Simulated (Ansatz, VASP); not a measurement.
Two plane-wave programs on Mg

```
CELL_PARAMETERS angstrom
2.98102 0.00000 0.00000
-1.49051 2.58164 0.00000
0.00000 0.00000 2.93707
ATOMIC_POSITIONS crystal
Mg 0.00000 0.00000 0.00000
```

Alike in both runs: functional PBE; k mesh 14 × 14 × 13; occupations fermi-dirac, width 0.1 eV; no spin polarisation.

Ansatz relaxed the structure, and its values are those at the end. VASP's run is a single point on that final structure, the one shown.

|  | VASP | Ansatz |
| --- | --- | --- |
| version | VASP 6.6.1 | Ansatz 0.2.0 |
| potentials or method | VASP PAW PBE potentials, release 64 (Mg) | PAW with Ansatz's default frozen-core files, scalar-relativistic |
| plane-wave cutoff (eV) | 520 | 420 |
| valence electrons in the cell | 2 | 10 |

Ansatz gave:

* pressure (GPa): 4.3

Task: Estimate VASP's values.

Result: Pressure (GPa): 4.2.

With one functional, cell and mesh, what is left measures potentials, basis and numerics. The two sets of potentials don't hold the same shells in valence.
